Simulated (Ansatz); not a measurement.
**S started midway between two neighbours in rocksalt PbS, 65 atoms, charge −1**

All numbers come from Ansatz (PAW, plane waves, no spin–orbit coupling) at the single k point (¼, ¼, ¼) without its symmetry partners. The atoms were relaxed with PBEsol in a fixed cell; other functionals are single points on those atoms unless said otherwise. The valence top and gap of the host come from its small cell on a dense mesh, with the band extrema sought between the mesh points, lined up by the mean potential, PBEsol gap 0.19 eV, r²SCAN gap 0.55 eV. The charge correction uses an assumed dielectric constant of 170.

Relaxed structure:

```
S Pb
1.0
    11.80000    0.00000    0.00000
     0.00000   11.80000    0.00000
     0.00000    0.00000   11.80000
S Pb
33 32
Direct
  0.25189 0.00009 0.99986
  0.25145 0.99971 0.49987
  0.25174 0.50000 0.00103
  0.20086 0.44934 0.45064
  0.75189 0.00003 0.99981
  0.75157 0.99966 0.49980
  0.75185 0.50003 0.99979
  0.75142 0.49951 0.49977
  0.00192 0.25009 0.99931
  0.99982 0.24797 0.49913
  0.00236 0.75034 0.00026
  0.00154 0.75111 0.50025
  0.50216 0.25054 0.00011
  0.50289 0.24980 0.50006
  0.50256 0.75075 0.00104
  0.50407 0.75242 0.50121
  0.00187 0.99959 0.24981
  0.00233 0.00044 0.75007
  0.00005 0.49944 0.24792
  0.00179 0.50041 0.75086
  0.50212 0.00027 0.25027
  0.50252 0.00129 0.75047
  0.50309 0.50020 0.24957
  0.50433 0.50149 0.75238
  0.25141 0.24803 0.24778
  0.25212 0.25006 0.75063
  0.25211 0.75105 0.24959
  0.25326 0.75265 0.75236
  0.75153 0.24993 0.24972
  0.75219 0.25048 0.74997
  0.75217 0.75017 0.25025
  0.75306 0.75068 0.75045
  0.30010 0.54827 0.54941
  0.00167 0.00128 0.00097
  0.00002 0.00305 0.50030
  0.00012 0.50057 0.00296
  0.98481 0.50667 0.50626
  0.50280 0.99976 0.99948
  0.50423 0.99784 0.50004
  0.50432 0.50030 0.99780
  0.51809 0.49504 0.49470
  0.25237 0.24825 0.00279
  0.25831 0.23319 0.50593
  0.25217 0.75245 0.99784
  0.24693 0.76629 0.49478
  0.75310 0.24975 0.00089
  0.75482 0.24811 0.50024
  0.75162 0.75096 0.99952
  0.74966 0.75236 0.50009
  0.25226 0.00280 0.24798
  0.25207 0.99784 0.75221
  0.25800 0.50599 0.23418
  0.24677 0.49495 0.76720
  0.75297 0.00107 0.24947
  0.75152 0.99972 0.75066
  0.75475 0.50040 0.24796
  0.74962 0.50026 0.75223
  0.00523 0.25339 0.25324
  0.00221 0.25045 0.75034
  0.00218 0.75065 0.25023
  0.00226 0.75082 0.75064
  0.50255 0.25028 0.25013
  0.50253 0.25048 0.75048
  0.50250 0.75064 0.25019
  0.49966 0.74786 0.74771
```

Chemical potentials μ are those of reference phases of the elements at zero temperature by the same functional (the usual solids, diamond for C, grey Sn, and the molecules H2, N2, O2, F2, Cl2, Br2 and S8).

```tsv
functional	E(defect) − E(host) − Σ nμ + q·E_VBM (eV)	monopole (eV)	alignment (eV)	formation energy at E_F = VBM (eV)	moment (μB)	wall time, shared host
PBEsol	2.86	0.01	-0.04	2.83	0.0	34 s on NVIDIA H100 (relaxation)
r²SCAN	3.60	0.01	-0.04	3.57	0.7	16 s on NVIDIA H100
```

Problem. How does the monopole term follow by hand for this cubic cell?

Solution. q²·α·e²/(4πε₀)/(2εL) with the Madelung constant α = 2.837 and e²/4πε₀ = 14.40 eV·Å: 1 × 2.837 × 14.40 / (2 × 170 × 11.800) = 0.01 eV.

r²SCAN one-electron levels near the gap (the ten most localised at most), from the host's valence top, not corrected for the charge's images:

```csv
level (eV),spin,filling,atoms sharing it,element of the atom with most weight
-0.29,up,1.00,15.3,S
-0.29,up,1.00,15.4,S
-0.29,down,1.00,15.4,S
-0.28,down,1.00,15.4,S
```

The charge sits partly or wholly in a band of the host, at the cell's one k point and not at the band edge, so the formation energy is too high and the charge correction doesn't apply as it stands.

All elements are taken at their own reference at once; growth conditions in equilibrium with the host shift these energies, by up to the host's formation enthalpy.

One k point and a cell of this size can leave errors of several tenths of an eV in such numbers.
